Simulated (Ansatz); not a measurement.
Independent-particle absorption of HfS2 (P-3m1, a = 3.547 Å, b = 3.547 Å, c = 5.578 Å, α = 90.00°, β = 90.00°, γ = 120.00°), no local fields or excitons, 0.1 eV broadening. Level of theory: Ansatz, DFT PBEsol+D3(BJ), scalar-relativistic, plane waves, PAW.

Cutoff 420 eV; k points 12×12×6 on the computed 3-atom cell (Γ-centred); Gaussian smearing, width 0.02 eV; no spin polarisation. The spectrum is summed on a 18×18×9 mesh.

```xyz
3
Lattice="3.5473 0.0000 0.0000 -1.7737 3.0721 0.0000 0.0000 0.0000 5.5779" Properties=species:S:1:pos:R:3 pbc="T T T"
Hf    0.0000    0.0000    0.0000
S     1.7737    1.0240    4.1172
S     0.0000    2.0480    1.4607
```

(photon energy (eV), ε2,zz): (0.0, 0.00), (0.4, 0.00), (0.6, 0.00), (1.0, 0.00), (1.4, 0.27), (1.8, 9.32), (2.0, 8.09), (2.4, 7.13), (2.8, 5.49), (3.0, 4.83), (3.4, 4.66), (3.8, 4.72), (4.2, 4.60), (4.4, 4.22), (4.8, 5.40), (5.2, 7.61), (5.4, 8.46), (5.8, 8.80), (6.2, 9.47), (6.6, 9.53), (6.8, 9.33), (7.2, 8.50), (7.6, 7.79), (7.8, 7.76), (8.2, 7.92), (8.6, 10.09), (9.0, 7.21), (9.2, 5.81), (9.6, 4.45), (10.0, 3.53), (10.2, 2.86), (10.6, 2.03), (11.0, 2.16), (11.4, 2.22), (11.6, 2.08), (12.0, 1.71)

The strongest peak lies near 8.6 eV. ε∞ (xx, yy, zz) = 13.1, 13.1, 10.2.

Cost: 1 run of about 3.6 core-minutes, on Arm Neoverse V2 (shared hosts).